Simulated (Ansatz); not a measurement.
What does this script print? It uses Ansatz 0.2.0 through its Python package.

`cleave_cspbcl3.py`:
```python
"""Cleavage curve of CsPbCl3."""

import ansatz
import numpy as np

VECTORS = np.array([
    [5.605, 0.0, 0.0],
    [0.0, 5.605, 0.0],
    [0.0, 0.0, 5.605],
])
SITES = [
    ("Cs", (0.0, 0.0, 0.0)),
    ("Pb", (0.5, 0.5, 0.5)),
    ("Cl", (0.5, 0.5, 0.0)),
    ("Cl", (0.0, 0.5, 0.5)),
    ("Cl", (0.5, 0.0, 0.5)),
]


def crystal_on(cell):
    crystal = ansatz.Crystal(lattice=ansatz.Lattice.of(cell))
    for symbol, position in SITES:
        crystal = crystal.atom(symbol, position)
    return crystal


def main() -> None:
    block = crystal_on(VECTORS).supercell(1, 1, 1).resolved()
    cell0 = np.array(block.lattice.vectors)
    xyz = np.array([site.position for site in block.sites]) @ cell0
    normal = np.cross(cell0[0], cell0[1])
    area = np.linalg.norm(normal)
    normal *= np.sign(normal @ cell0[2]) / area
    # the atoms stay where they are; only the third vector changes
    energies = []
    for amount in [0, 0.25, 0.5, 1.0, 2.0, 3.0]:
        cell = cell0.copy()
        cell[2] += amount * normal
        moved = ansatz.Crystal(lattice=ansatz.Lattice.of(cell))
        for site, fraction in zip(block.sites, xyz @ np.linalg.inv(cell)):
            moved = moved.atom(site.symbol, fraction)
        calc = (
            moved.calculation()
            .occupations("cold", width=0.1)  # fractional filling near the Fermi level
            .functional("pbe")
            .kpoints(3, 3, 3)
        )
        energies.append(calc.run(threads=1, backend="cpu").report["free_energy_ev"])
        print(f"gap {amount:4.2f} A: {(energies[-1] - energies[0]) / area * 16.02177:8.4f} J/m^2")


if __name__ == "__main__":
    main()
```

```console
$ python cleave_cspbcl3.py
DeckWarning: basis.ecutwfc = 420 eV, auto-derived from the records' recommended cutoffs: set by Cs (normal level)
gap 0.00 A:   0.0000 J/m^2
gap 0.25 A:  -0.0023 J/m^2
gap 0.50 A:   0.0289 J/m^2
gap 1.00 A:   0.1002 J/m^2
gap 2.00 A:   0.1831 J/m^2
gap 3.00 A:   0.2162 J/m^2
```
(Warnings from the package without file and line.)

Notes:
- Along an axis with an odd division the mesh misses the point at one half; a gap read on a finite mesh is an upper bound on this functional's gap.
- Spin-orbit coupling, left out here, can change this gap by several tenths of an eV, and inverted bands can meet off the mesh.
- The structure is a deposited one; some such entries were measured under pressure or heat, so a shift against it needn't be the functional's error alone.
- Gaps and levels are Kohn-Sham values on a finite set of k-points, without spin-orbit coupling.
- The atoms are held rigidly, so these energies lie above those of relaxed faces or faults.
- Finished in 14 s on 1 thread of Arm Neoverse V1, with other jobs on the host, peak memory 0.46 GiB.

(Lines on the test bed's own set-up are left out of the output.)
